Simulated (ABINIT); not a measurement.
Crystal: Te2Pt (Moncheite).

```
Pt Te
1.0
     4.01000    0.00000    0.00000
    -2.00500    3.47276    0.00000
     0.00000    0.00000    5.20100
Pt Te
1 2
Direct
  0.00000 0.00000 0.00000
  0.66667 0.33333 0.75000
  0.33333 0.66667 0.25000
```

- Program: ABINIT 10.8.3 (patched build)
- Task: relaxation of cell and atoms
- Functional: PBEsol
- Potentials or basis: JTH PAW PBE v2.0
- Cutoff: 435 eV
- k mesh: 8 × 8 × 5
- Occupations: fermi-dirac, width 0.05 eV
- Spin: no spin polarisation

At the start: pressure 5.5 GPa; volume 24.14 Å³/atom.

Question: How do energy, volume and symmetry change on relaxing?

Answer: Over 13 steps the energy falls by 29.2 meV/atom and the volume is 24.41 Å³/atom (+1.1 %); space group P-3m1 (No. 164, to 0.05 Å).

The path:
```
step  energy change (eV)  largest force (eV/Å)  pressure (GPa)  volume (Å³)
   1              0.0000                0.9650            5.54        72.43
   2             -0.0485                0.6302            2.81        73.66
   3             -0.0734                0.2375           -0.23        75.15
   4             -0.0750                0.1806           -0.55        75.24
   5             -0.0787                0.0680           -0.97        75.14
   6             -0.0826                0.0297           -0.99        74.62
   7             -0.0851                0.0609           -0.54        73.90
   8             -0.0860                0.0359           -0.11        73.51
   9             -0.0863                0.0059            0.10        73.39
  10             -0.0867                0.0200            0.24        73.31
  11             -0.0872                0.0374            0.29        73.22
  12             -0.0875                0.0277            0.18        73.19
  13             -0.0876                0.0085            0.05        73.22
```

Final structure:
```xyz
3
Lattice="4.0558 0.0000 0.0000 -2.0279 3.5124 0.0000 0.0000 0.0000 5.1397" Properties=species:S:1:pos:R:3 pbc="T T T"
Pt    0.0000    0.0000    0.0000
Te    2.0279    1.1708    3.7815
Te    0.0000    2.3416    1.3582
```

Caveat: the PAW data sets were made with another functional, which shifts forces and pressure a little.
